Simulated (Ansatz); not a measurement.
A surface is cut from this relaxed crystal of TaSi₂:

```xyz
9
Lattice="4.8055 0.0000 0.0000 -2.4028 4.1617 0.0000 0.0000 0.0000 6.5972" Properties=species:S:1:pos:R:3 pbc="T T T"
Ta   -1.2014    2.0808    1.0995
Ta    1.2014    2.0808    5.4977
Ta    2.4028    0.0000    3.2986
Si    2.4028    2.8390    3.2986
Si   -1.2572    3.5003    5.4977
Si    1.2572    3.5003    1.0995
Si    0.0000    1.3227    3.2986
Si    3.6600    0.6614    5.4977
Si    1.1455    0.6614    1.0995
```

Miller indices refer to the conventional cell of P6_222 (No. 180), a = 4.806 Å, b = 4.806 Å, c = 6.597 Å, α = 90.00°, β = 90.00°, γ = 120.00°.

Consider the (001) slab of 6 planes, 11.0 Å thick with 15 Å of vacuum as cut; outer planes TaSi2 (top) and TaSi2 (bottom), all atoms relaxed.

Theory: DFT PBE, scalar-relativistic, plane waves, PAW in Ansatz. Plane waves to 420 eV, a k mesh through Γ of 9×9×1 on the computed 18-atom cell and Gaussian smearing (0.10 eV); no spin polarisation. The cell repeats along c with a dipole correction in the vacuum.

(1) Predict the surface energy (mean of both faces).

(2) Give the work function.

(3) The top two planes lie 2.199 Å apart in the bulk. How does relaxation change this?

Spin-orbit coupling is left out, which matters for the bands of heavy elements.

Answers

(1) 2.33 J/m².

(2) 4.21 eV.

(3) The spacing becomes 2.223 Å (+1.1 %), and the top plane rumples by 0.170 Å.

Cost: 4 runs of about 43 core-minutes in all, on Arm Neoverse V1 (shared hosts).